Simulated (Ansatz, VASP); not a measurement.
# C (Diamond) in two plane-wave programs

One calculation is typed for both programs; each brings its own data sets and cutoff. How far apart do they land? The cell is taken from a series of VASP runs on this material, whose earlier steps may have relaxed, scaled or displaced it; both programs get it as it stands.

Program: Ansatz 0.2.0. Level of theory: plane waves, with VASP 6.6.1 beside it; zone-centre phonons at r2SCAN and zone-centre phonons at RPBE. Results are calculated unless marked as measured.

## Step 1: The structure

It takes space group Fd-3m (No. 227, cubic). Conventional cell: a = 3.563 Å, b = 3.563 Å, c = 3.563 Å, α = 90.00°, β = 90.00°, γ = 90.00°. Nearest to C lie 4 C at 1.54 Å.

Coordinates:

```cif
data_structure
_symmetry_space_group_name_H-M 'Fd-3m:1'
_symmetry_Int_Tables_number 227
_cell_length_a 3.5631
_cell_length_b 3.5631
_cell_length_c 3.5631
_cell_angle_alpha 90.000
_cell_angle_beta 90.000
_cell_angle_gamma 90.000
_cell_volume 45.24
loop_
_atom_site_label
_atom_site_type_symbol
_atom_site_symmetry_multiplicity
_atom_site_Wyckoff_symbol
_atom_site_fract_x
_atom_site_fract_y
_atom_site_fract_z
_atom_site_occupancy
C1 C 8 a 0.25000 0.25000 0.25000 1
```

## Step 2: Ansatz: zone-centre phonons, r2SCAN

Ansatz runs on its default PAW (the set named soft_2) files.

Second derivatives magnify differences that forces hide, and they need a tight electronic threshold.

input.yaml

```yaml
crystal:
  lattice:
    - [0.0, 1.7815724865, 1.7815724865]
    - [1.7815724865, 0.0, 1.7815724865]
    - [1.7815724865, 1.7815724865, 0.0]
  atoms:
    - { symbol: C, position: [0.75, 0.75, 0.75] }
    - { symbol: C, position: [0.5, 0.5, 0.5] }
hamiltonian:
  xc: r2scan
  pseudopotentials: { kind: paw }
kpoints:
  mp_grid: { grid: [14, 14, 14] }
scf:
  occupations: { method: gaussian, width: 0.03 }
phonons:
  method: dfpt
  qpoints: [[0, 0, 0]]
```

Launch:

```
$ ansatz run input.yaml --threads 4 --pin off --max-ram 9216MiB --backend cpu --events-out ev --progress --plain --runs-dir out
```

Numbers of over 12 decimals in the logs are rounded to 6 here.

Log:

```text
Engine: ansatz 0.2.0, x86_64-unknown-linux-gnu
Pseudopotentials: kind: paw
Pseudopotential: C, paw, valence charge 4, recommended cutoff 500 eV (meta_gga), C.paw.azcp
Functional definition: r2SCAN
  parameter k0 = 0.174
  parameter k1 = 0.065
  parameter a1 = 4.9479
  exchange = r2scan_x(k0 = k0, k1 = k1, a1 = a1)
  correlation = r2scan_c
Crystal: 2 atoms, lattice volume = 11.309 Å³
Basis set: ecut = 500 eV, 283 PW (Γ), exchange–correlation on 100×100×100 points (125 copies of the dense FFT grid, shifted against one another)
Bands: 8, of which v1, the nominal top of the filled ones, is band 4 counted from 1 (3 counted from 0)
Symmetry: 48 space group operations
k-points: 428 of 2744 (irreducible under 4 space group operations, time reversal used)
Non-local potential: C, projectors of the file, l = 0: 2, l = 1: 2, l = 2: 1
PAW form: soft (Blöchl's): semilocal exchange-correlation on the pseudo side does not see the compensation charge
PAW frozen core: C, regenerated for the run's functional (the file was generated under x = pbe(κ = 0.804, μ = 0.219515), c = pbe(β = 0.066725))
PAW one-centre angular grid: C, 302 points (default); XC on 239 of its mesh's 2573 points in the sphere
Initial density: superposition of atomic densities (neutral atoms: chi_scale 0, normalization atom), corrected by the library's trained network
Initial wavefunctions: pseudopotential atomic-orbital guess
Functional: x = r2scan, c = r2scan; τ floored in thin density (d = 2e-4 eV/Å³)
SCF iter   1: F=—  HF=-503.055371 eV  |F-HF|=—  |Δ(HF+E_count)|=         —  Δρ=8.84e-3  dr2=2.38e-3  dr2_τ=3.85e-1  ethr=1.77e-3  ⟨swp⟩=5.4  Hψ=23417  notcnv=0
preconditioner: auto → none  [insulator: Δε(μ)=4.298 eV  Ē_g=20.830 eV  σ=0.030 eV  W_gap=1.00  n_scr=0 (ndim 8)  ℏωp=31.2 eV  f_vac=0.000  D(μ)=0.00/eV (n_scr^D=0)  ε∞_Penn≈3.2]
SCF iter   2: F=—  HF=-503.111381 eV  |F-HF|=—  |Δ(HF+E_count)|=   5.60e-2  Δρ=5.58e-3  dr2=9.72e-4  dr2_τ=5.77e-5  ethr=2.98e-5  ⟨swp⟩=2.0  Hψ=10282  notcnv=0
SCF iter   3: F=—  HF=-503.111408 eV  |F-HF|=—  |Δ(HF+E_count)|=   2.64e-5  Δρ=1.87e-3  dr2=1.17e-4  dr2_τ=1.63e-5  ethr=1.21e-5  ⟨swp⟩=2.5  Hψ=5275  notcnv=0
SCF iter   4: F=—  HF=-503.111441 eV  |F-HF|=—  |Δ(HF+E_count)|=   3.30e-5  Δρ=3.78e-4  dr2=4.80e-6  dr2_τ=3.10e-7  ethr=1.47e-6  ⟨swp⟩=1.5  Hψ=3938  notcnv=0
SCF iter   5: F=—  HF=-503.111443 eV  |F-HF|=—  |Δ(HF+E_count)|=   2.39e-6  Δρ=9.06e-5  dr2=2.79e-7  dr2_τ=3.01e-8  ethr=6.00e-8  ⟨swp⟩=1.5  Hψ=3966  notcnv=0
SCF iter   6: F=—  HF=-503.111443 eV  |F-HF|=—  |Δ(HF+E_count)|=   2.66e-7  Δρ=4.86e-6  dr2=7.54e-10  dr2_τ=1.19e-10  ethr=3.48e-9  ⟨swp⟩=2.2  Hψ=5116  notcnv=0
SCF iter   7: F=-503.111443 eV  HF=-503.111443 eV  |F-HF|=4.55e-12  |Δ(HF+E_count)|=  7.45e-10  Δρ=4.25e-7  dr2=5.75e-12  dr2_τ=9.01e-13  ethr=1.00e-12  ⟨swp⟩=4.4  Hψ=15630  notcnv=0
SCF 1 converged in 7 iterations: F = -503.111443 eV  dr2 = 5.75e-12
  greatest PAW one-centre occupation: 0.659 electrons in one spin orbital (limit 2), on the C atom at site 1 (counted from 0), in its partial waves of l = 0
DFPT response loops at Γ: preconditioner auto → none (the input reference at scf.mixing.eps_inf says where Resta's filter doesn't serve); β = 0.50; Broyden in place of MSR1
SCF converged after 7 iterations
Free energy (F): -503.111443 eV
Harris-Foulkes:  -503.111443 eV  (|F-HF|=4.55e-12)
Internal energy: -503.111443 eV  (E = F + TS)
E sigma→0 (E₀):  -503.111443 eV
Fermi energy:    15.521289 eV
--- Per-component energies (eV) ---
  E_band       = 30.551204
  E_kinetic    = 184.348579
  E_local      = -120.922518  (includes V_loc(G=0)·N_el)
  E_nonlocal   = 52.556786
  E_hartree    = 26.637630
  E_xc         = -95.916718
  E_vxc        = -132.544116  (∫ρ·V_xc dr)
  E_paw        = -201.453224  (= ΣΔE_a)
  E_vpaw       = -13.156860  (= ΣTr[D̂ρ^β])
  E_aug_tail   = 0.000008  (compensation charges beyond the density's cutoff)
  E_vtau       = 6.994073  (kinetic-family band-sum trace: ∫τ·v_τ [+ j·A + Jᵃ·Aᵃ] dr)
  E_ewald      = -348.312438
  E_core_change = -0.049547  (= ΣΔE_core)
  E_smearing   = -0.000000  (= −TS)
  E_closure    = -0.000000  (closes the sum)
  Σ components = -503.111443   (vs F -503.111443, Δ=0.00e0)
--- Band table (eV; the first three rows and the last of 428) ---
  k-point 0: bands = ["-9.3714", "13.3432", "13.3432", "13.3432", "19.2318", "19.2318", "19.2318", "27.1888"]
  k-point 1: bands = ["-9.2236", "12.3425", "13.0841", "13.0841", "19.5715", "19.5715", "19.8264", "27.3395"]
  k-point 2: bands = ["-8.7815", "10.1648", "12.4816", "12.4816", "20.3670", "20.3670", "20.8325", "27.7819"]
  k-point 427: bands = ["-0.3832", "1.1763", "4.1656", "5.5832", "23.7384", "24.6937", "26.6703", "26.9796"]
--- Phonons (Γ-DFPT): 1 representative perturbation + reference, on 428 of 2744 k-points (Σ response iterations 5) ---
  k mesh reduced under 4 symmetry operations, with k and −k counted as one. Each operation leaves every solved perturbation unchanged. A smaller set is not considered because the functional reads the kinetic-energy density
  ASR residual: 2.885e-4 → 0.000e0 eV/Å²; symmetrization residual: 4.974e-14 eV/Å²
  ASR residual per site (eV/Å²): 2.88e-4 2.88e-4
  Γ frequencies (cm⁻¹): 0.00 0.00 0.00 1320.84 1320.84 1320.84
  non-analytic LO–TO correction: not included (Born effective charges unavailable; polar crystals: no LO–TO splitting at Γ)
--- Phonons (arbitrary-q DFPT): 1 explicit q-point ---
  q = [0, 0, 0] (of the zone-centre solve; hermiticity 5.41e-16, symmetrization 9.22e-16): 0.00 0.00 0.00 1320.84 1320.84 1320.84
  sum rule: each row above includes the acoustic sum rule's correction from the zone centre's row sums; it moved no ω² by more than (2.56 cm⁻¹)²
```

The job ended after 2.5 s (4 threads of Intel Xeon 6975P-C (Granite Rapids), shared host; peak memory 0.64 GiB; 9 s of CPU time).

## Step 3: VASP: zone-centre phonons, r2SCAN

The same cell, functional, mesh and smearing now go to VASP, with its own data sets and cutoff.

Lines of VASP's logs that name or quote its potential files are left out, and so is its time.

INCAR

```
SYSTEM = C
PREC = Accurate
ENCUT = 520
EDIFF = 1E-08
NELM = 100
ISMEAR = 0
SIGMA = 0.03
LREAL = .FALSE.
ALGO = Normal
METAGGA = R2SCAN
LASPH = .TRUE.
NBANDS = 10
LORBIT = 11
LWAVE = .FALSE.
LCHARG = .FALSE.
KPAR = 8
IBRION = 6
NFREE = 2
POTIM = 0.015
NSW = 1
ISIF = 2
```

POSCAR

```
C
1.0
    0.0000000000      1.7815724865      1.7815724865
    1.7815724865      0.0000000000      1.7815724865
    1.7815724865      1.7815724865      0.0000000000
C
2
Direct
    0.7500000000      0.7500000000      0.7500000000
    0.5000000000      0.5000000000      0.5000000000
```

KPOINTS

```
Automatic mesh
0
Gamma
14 14 14
0 0 0
```

Potentials, in the order of the species: C (PBE family, release 64).

Launch:

```
$ mpirun -np 8 vasp_std
```

Log:

```text
[banner, memory and clock lines left out]
running    8 mpi-ranks, on    1 nodes
 distrk:  each k-point on    1 cores,    8 groups
 distr:  one band on    1 cores,    1 groups

 POSCAR found type information on POSCAR C
 POSCAR found :  1 types and       2 ions
|                                                                             |
|           W    W    AA    RRRRR   N    N  II  N    N   GGGG   !!!           |
|           W    W   A  A   R    R  NN   N  II  NN   N  G    G  !!!           |
|           W    W  A    A  R    R  N N  N  II  N N  N  G       !!!           |
|           W WW W  AAAAAA  RRRRR   N  N N  II  N  N N  G  GGG   !            |
|           WW  WW  A    A  R   R   N   NN  II  N   NN  G    G                |
|           W    W  A    A  R    R  N    N  II  N    N   GGGG   !!!           |
|                                                                             |
|     For optimal performance we recommend to set                             |
|       NCORE = 2 up to number-of-cores-per-socket                            |
|     NCORE specifies how many cores store one orbital (NPAR=cpu/NCORE).      |
|     This setting can greatly improve the performance of VASP for DFT.       |
|     The default, NCORE=1 might be grossly inefficient on modern             |
|     multi-core architectures or massively parallel machines. Do your        |
|     Unfortunately you need to use the default for GW and RPA                |
|     calculations (for HF NCORE is supported but not extensively tested      |
|     yet).                                                                   |
|                                                                             |

|                                                                             |
|               ----> ADVICE to this user running VASP <----                  |
|                                                                             |
|     You enforced a specific xc type in the INCAR file but a different       |
|     [... a line on the potential file left out ...]
|     I HOPE YOU KNOW WHAT YOU ARE DOING!                                     |
|                                                                             |

 LDA part: xc-table for (None), standard interpolation
 POSCAR, INCAR and KPOINTS ok, starting setup
 FFT: planning ... GRIDC
 FFT: planning ... GRID_SOFT
 FFT: planning ... GRID
 WAVECAR not read
 entering main loop
       N       E                     dE             d eps       ncg     rms          rms(c)
DAV:   1    -0.193974982448E+01   -0.19397E+01   -0.49234E+03  2208   0.789E+02
DAV:   2    -0.215984414912E+02   -0.19659E+02   -0.19145E+02  2904   0.132E+02
DAV:   3    -0.219484234467E+02   -0.34998E+00   -0.34891E+00  2432   0.139E+01
DAV:   4    -0.219491421195E+02   -0.71867E-03   -0.71864E-03  2280   0.725E-01
DAV:   5    -0.219491429398E+02   -0.82031E-06   -0.82034E-06  2374   0.243E-02    0.515E+00
DAV:   6    -0.197538934616E+02    0.21952E+01   -0.26568E-01  2292   0.405E+00    0.385E+00
DAV:   7    -0.196561199621E+02    0.97773E-01   -0.26004E-01  2270   0.393E+00    0.768E-01
DAV:   8    -0.196570182741E+02   -0.89831E-03   -0.36175E-03  2324   0.569E-01    0.400E-01
DAV:   9    -0.196573753248E+02   -0.35705E-03   -0.15389E-04  2252   0.155E-01    0.127E-02
DAV:  10    -0.196573756015E+02   -0.27668E-06   -0.29394E-06  2448   0.149E-02    0.674E-03
DAV:  11    -0.196573757646E+02   -0.16307E-06   -0.74831E-07  2278   0.832E-03    0.563E-04
DAV:  12    -0.196573757250E+02    0.39587E-07   -0.84488E-09  1840   0.770E-04    0.486E-04
DAV:  13    -0.196573757240E+02    0.97350E-09   -0.20462E-10  1126   0.160E-04
   1 F= -.19657376E+02 E0= -.19657376E+02  d E =-.782629E-15
 Found     1 degrees of freedom:
 Finite differences POTIM= 0.01500 DOF=   1
 bond charge predicted
       N       E                     dE             d eps       ncg     rms          rms(c)
DAV:   1    -0.196524021156E+02    0.49736E-02   -0.50205E-01  8576   0.574E+00    0.119E-01
DAV:   2    -0.196530653364E+02   -0.66322E-03   -0.32015E-03  9876   0.556E-01    0.748E-02
DAV:   3    -0.196530259746E+02    0.39362E-04   -0.23997E-04  9290   0.128E-01    0.725E-03
DAV:   4    -0.196530254945E+02    0.48008E-06   -0.10180E-05  9668   0.316E-02    0.442E-03
DAV:   5    -0.196530252232E+02    0.27133E-06   -0.14058E-06  9146   0.975E-03    0.329E-04
DAV:   6    -0.196530252382E+02   -0.15013E-07   -0.60668E-08  9594   0.229E-03    0.216E-04
DAV:   7    -0.196530252359E+02    0.22910E-08   -0.11463E-09  4682   0.327E-04
   2 F= -.19653025E+02 E0= -.19653025E+02  d E =-.996668E-39
 Finite differences progress:
  Degree of freedom:   1/  1
  Displacement:        1/  2
  Total:               1/  2
 bond charge predicted
       N       E                     dE             d eps       ncg     rms          rms(c)
DAV:   1    -0.196510471067E+02    0.19781E-02   -0.12029E+00  8596   0.832E+00    0.237E-01
DAV:   2    -0.196531861668E+02   -0.21391E-02   -0.76997E-03  9640   0.829E-01    0.149E-01
DAV:   3    -0.196530286289E+02    0.15754E-03   -0.95095E-04  9246   0.254E-01    0.143E-02
DAV:   4    -0.196530258464E+02    0.27825E-05   -0.37654E-05  9584   0.605E-02    0.860E-03
DAV:   5    -0.196530252072E+02    0.63922E-06   -0.51048E-06  9188   0.185E-02    0.611E-04
DAV:   6    -0.196530252204E+02   -0.13242E-07   -0.21639E-07  9708   0.426E-03    0.367E-04
DAV:   7    -0.196530252233E+02   -0.28267E-08   -0.48955E-09  5414   0.694E-04
   3 F= -.19653025E+02 E0= -.19653025E+02  d E =-.100270E-38
 Finite differences progress:
  Degree of freedom:   1/  1
  Displacement:        2/  2
  Total:               2/  2
```

OUTCAR, selected parts (step 3):

```text
ion  position               nearest neighbor table
   1  0.750  0.750  0.750-   2 1.54   2 1.54   2 1.54   2 1.54
   2  0.500  0.500  0.500-   1 1.54   1 1.54   1 1.54   1 1.54

  LATTYP: Found a face centered cubic cell.
 ALAT       =     3.5631449730

 Subroutine GETGRP returns: Found 48 space group operations
 (whereof 24 operations were pure point group operations)

The static configuration has the point symmetry T_d .
 The point group associated with its full space group is O_h .

 Found    104 irreducible k-points:

   k-points           NKPTS =    104   k-points in BZ     NKDIM =    104   number of bands    NBANDS=     10

   dimension x,y,z NGX =    20 NGY =   20 NGZ =   20
   dimension x,y,z NGXF=    40 NGYF=   40 NGZF=   40

   ENCUT  =  520.0 eV  38.22 Ry    6.18 a.u.   4.68  4.68  4.68*2*pi/ulx,y,z

   NELECT =       8.0000    total number of electrons

 k-points in reciprocal lattice and weights: Automatic mesh
   0.00000000  0.00000000  0.00000000       0.000
   0.07142857  0.00000000  0.00000000       0.003
   0.14285714  0.00000000  0.00000000       0.003
   0.21428571  0.00000000  0.00000000       0.003
   0.28571429  0.00000000  0.00000000       0.003
   0.35714286  0.00000000  0.00000000       0.003
   0.42857143  0.00000000  0.00000000       0.003
   0.50000000  0.00000000  0.00000000       0.001
   0.07142857  0.07142857  0.00000000       0.002
[...]
-0.28571429  0.42857143  0.21428571       0.009
  -0.28571429  0.50000000  0.21428571       0.004

 average (electrostatic) potential at core
       1 -47.4030       2 -47.4031

 E-fermi :  10.2653

 k-point     1 :       0.0000    0.0000    0.0000
  band No.  band energies     occupation
      1     -12.9810      2.00000
      2       9.5129      2.00000
      3       9.7602      2.00000
      4      10.0007      2.00000
      5      15.3902      0.00000
      6      15.5965      0.00000
      7      15.8139      0.00000
      8      23.6465      0.00000
      9      30.1903      0.00000
    ...

 k-point     2 :       0.0714    0.0000    0.0000
  band No.  band energies     occupation
      1     -12.8330      2.00000
      2       8.6091      2.00000
      3       9.4298      2.00000
      4       9.7209      2.00000
      5      15.7474      0.00000
      6      15.9831      0.00000
      7      16.3458      0.00000
      8      23.7991      0.00000
      9      30.4432      0.00000
    ...

 k-point     3 :       0.1429    0.0000    0.0000
  band No.  band energies     occupation
      1     -12.3905      2.00000
      2       6.4764      2.00000
      3       8.8092      2.00000
      4       9.0843      2.00000
      5      16.5677      0.00000
      6      16.8164      0.00000
      7      17.3163      0.00000
      8      24.2459      0.00000
      9      31.0287      0.00000
    ...

  Total        0.0047639      0.0086507      0.0086507      0.0000000      0.0363627      0.0000000
  in kB        0.6748951      1.2255224      1.2255224      0.0000000      5.1514181      0.0000000
  external PRESSURE =       1.0419799 kB  Pullay stress =       0.0000000 kB

  energy-cutoff  :      520.00
  volume of cell :       11.31
      direct lattice vectors                 reciprocal lattice vectors
     0.000000000  1.781572486  1.781572486    -0.280650944  0.280650944  0.280650944
     1.781572486  0.000000000  1.781572486     0.280650944 -0.280650944  0.280650944
     1.781572486  1.781572486  0.000000000     0.280650944  0.280650944 -0.280650944

 POSITION                                       TOTAL-FORCE (eV/Angst)
 -----------------------------------------------------------------------------------
      2.65736      2.67236      2.67236         0.579967      0.000000      0.000000
      1.78157      1.78157      1.78157        -0.579967      0.000000      0.000000
 -----------------------------------------------------------------------------------
    total drift:                               -0.000010     -0.000000     -0.000000

  FREE ENERGIE OF THE ION-ELECTRON SYSTEM (eV)
  ---------------------------------------------------
  free  energy   TOTEN  =       -19.6530252233 eV

  energy  without entropy=      -19.6530252233  energy(sigma->0) =      -19.65302522

 Eigenvectors and eigenvalues of the dynamical matrix
 ----------------------------------------------------

   1 f  =   39.666850 THz   249.234171 2PiTHz 1323.143705 cm-1   164.048838 meV
             X         Y         Z           dx          dy          dz
      2.672359  2.672359  2.672359     0.000000   -0.707107    0.000000
      1.781572  1.781572  1.781572     0.000000    0.707107    0.000000

   2 f  =   39.666850 THz   249.234171 2PiTHz 1323.143705 cm-1   164.048838 meV
             X         Y         Z           dx          dy          dz
      2.672359  2.672359  2.672359    -0.707107    0.000000    0.000000
      1.781572  1.781572  1.781572     0.707107    0.000000    0.000000

   3 f  =   39.666850 THz   249.234171 2PiTHz 1323.143705 cm-1   164.048838 meV
             X         Y         Z           dx          dy          dz
      2.672359  2.672359  2.672359     0.000000    0.000000   -0.707107
      1.781572  1.781572  1.781572     0.000000    0.000000    0.707107

   4 f  =    0.000000 THz     0.000000 2PiTHz    0.000000 cm-1     0.000000 meV
             X         Y         Z           dx          dy          dz
      2.672359  2.672359  2.672359     0.707107    0.000000    0.000000
      1.781572  1.781572  1.781572     0.707107    0.000000    0.000000

   5 f  =    0.000000 THz     0.000000 2PiTHz    0.000000 cm-1     0.000000 meV
             X         Y         Z           dx          dy          dz
      2.672359  2.672359  2.672359     0.000000    0.707107    0.000000
      1.781572  1.781572  1.781572     0.000000    0.707107    0.000000

   6 f  =    0.000000 THz     0.000000 2PiTHz    0.000000 cm-1     0.000000 meV
             X         Y         Z           dx          dy          dz
      2.672359  2.672359  2.672359     0.000000    0.000000    0.707107
      1.781572  1.781572  1.781572     0.000000    0.000000    0.707107

 ELASTIC MODULI CONTR FROM IONIC RELAXATION (kBar)
 Direction    XX          YY          ZZ          XY          YZ          ZX
 --------------------------------------------------------------------------------
 XX           0.0000      0.0000      0.0000      0.0000      0.0000      0.0000
 YY           0.0000      0.0000      0.0000      0.0000      0.0000      0.0000
 ZZ           0.0000      0.0000      0.0000      0.0000      0.0000      0.0000
 XY           0.0000      0.0000      0.0000    -21.5563      0.0000      0.0000
 YZ           0.0000      0.0000      0.0000      0.0000    -21.5563      0.0000
 ZX           0.0000      0.0000      0.0000      0.0000      0.0000    -21.5563
 --------------------------------------------------------------------------------

 total charge
# of ion       s       p       d       tot
------------------------------------------
    1        0.846   1.741   0.000   2.587
    2        0.846   1.741   0.000   2.587
--------------------------------------------------
tot          1.693   3.482   0.000   5.175

[... 3 further parts left out ...]
```

CONTCAR:

```
C
   1.00000000000000
     0.0000000000000000    1.7815724865000000    1.7815724865000000
     1.7815724865000000    0.0000000000000000    1.7815724865000000
     1.7815724865000000    1.7815724865000000    0.0000000000000000
  C
     2
Direct
     0.7542097641588158    0.7457902358411842    0.7457902358411843
     0.5000000000000000    0.5000000000000000    0.5000000000000000
```

(Part 1 of 2 ends here.)

[Lines on the potential files, build, host, timing and source positions are cut from VASP's logs without a mark.]

[Logs are printed without paths, hosts, clocks, repeated set-up lines and the standing remarks that a program may print on its own settings, such as how far it seeks lower states.]

[Hosts, paths, dates, database ids (printed as entryN), source tags and the programs' standing remarks are cut or masked in the printed files.]
